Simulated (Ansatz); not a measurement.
We consider cubic perovskite BaSnO₃, described by r²SCAN+SOC (plane waves, PAW; Ansatz, a first-principles code).

Settings: plane-wave cutoff 560 eV, 8×8×8 k mesh, Fermi–Dirac smearing 0.01 eV, PAW data made under PBE.

Pressure at four volumes; x = ln(V/14.100 Å³). One pressure is withheld.

```
V (Å³/atom)        x  P (GPa)
-----------  -------  -------
13.254       -0.0619    11.34
14.100        0.0000    -0.01
14.664        0.0392    -5.65
14.946        0.0583        ?
```

Pass a parabola P(x) through the three rows shown, estimate the bulk modulus and its pressure derivative near zero pressure, and predict the withheld pressure.

Slopes between the rows: (-0.01 − (11.34))/(0.0000 − (-0.0619)) = -183.36 and (-5.65 − (-0.01))/(0.0392 − (0.0000)) = -143.88 GPa. Their difference over the span 0.1011 is c = 39.48/0.1011 = 390.5 GPa, so P(x) = 11.34 + (-183.36)(x − (-0.0619)) + 390.5 (x − (-0.0619))(x − (0.0000)). At the middle row B = −dP/dx = −[-183.36 + 390.5 × 0.0619] = 159.2 GPa, and B′ = dB/dP = 2c/B = 4.9. At x = 0.0583 the parabola gives -7.96 GPa; the run gives -8.02 GPa. The Birch–Murnaghan fit to the energies at all volumes has B0 = 158 GPa and B′ = 4.8.

Note: the relaxation could not lower the start's symmetry, so the cell can be a saddle point above a distorted one.
